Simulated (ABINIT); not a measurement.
Runs of ABINIT 10.8.3 (patched build) on Si2Mo. The structure is tetragonal, space group I4/mmm (No. 139). The conventional cell has a = 3.200 Å, b = 3.200 Å, c = 7.861 Å, α = 90.00°, β = 90.00°, γ = 90.00°. Around Mo (site symmetry 4/mmm) lie 10 Si at 2.62 Å. Around Si (site symmetry 4mm) lie 5 Si at 2.61 to 2.63 Å and 5 Mo at 2.62 Å. 

```tsv
task	level	potentials or basis	cell	k mesh	cutoff (eV)	fine-grid cutoff	cell freedom (optcell)	cutoff smearing ecutsm (Ha)	optimiser (ionmov)	force stop (Ha/bohr)	mesh quality	gap on the mesh (eV)	pressure (GPa)	largest force (eV/Å)
band structure	BP86	JTH PAW PBE v2.0	as given	12 × 12 × 12	408	816.342 eV	-	-	-	-	not flagged	none	4.2	0.31
band structure	LDA-PZ	JTH PAW LDA v2.0	as given	12 × 12 × 12	408	816.342 eV	-	-	-	-	not flagged	none	-5.7	0.37
band structure	rPW86PBE	JTH PAW PBE v2.0	as given	12 × 12 × 12	408	816.342 eV	-	-	-	-	not flagged	none	7.4	0.20
single point	PBEsol	JTH PAW PBE v2.0	as given	10 × 10 × 10	408	816.342 eV	-	-	-	-	not flagged	none	(b)	0.33
relaxation of cell and atoms	PBEsol	JTH PAW PBE v2.0	relaxed	12 × 12 × 12	408	816.342 eV	2	0.5	2	5e-05	not flagged	none	0.0	-
single point	PBEsol	JTH PAW PBE v2.0	as given	16 × 16 × 16	408	816.342 eV	-	-	-	-	not flagged	none	-2.5	0.32
single point	LDA	JTH PAW LDA v2.0	as given	5 × 5 × 5	408	816.342 eV	-	-	-	-	coarse	none	-5.9	0.34
single point	r2SCAN	Ansatz NC r2SCAN	as given	8 × 8 × 8	1306	-	-	-	-	-	not flagged	none	-	0.38
single point	PBEsol	JTH PAW PBE v2.0	as given	5 × 5 × 5	408	816.342 eV	-	-	-	-	coarse	none	-2.5	0.28
single point	r2SCAN	JTH PAW PBE v2.0	as given	10 × 10 × 10	490	979.61 eV	-	-	-	-	not flagged	none	-	0.38
single point	LDA	JTH PAW LDA v2.0	as given	16 × 16 × 16	408	816.342 eV	-	-	-	-	not flagged	none	-5.9	0.37
single point	LDA	JTH PAW LDA v2.0	as given	10 × 10 × 10	408	816.342 eV	-	-	-	-	not flagged	none	-5.9	(a)
```

Alike in all rows: no spin polarisation; smearing fermi-dirac 0.05 eV.

Task: Fill in the values left out.

Result: (a) 0.39; (b) -2.4.

Caveats: some runs use coarse meshes; the PAW data sets were made with another functional, which shifts forces and pressure a little (some runs).

A k mesh can miss the band edges, and the runs leave out spin-orbit coupling on Mo.

A gap of «none» marks a metal or a gap under the smearing width.

Not every run made on this cell is shown here.
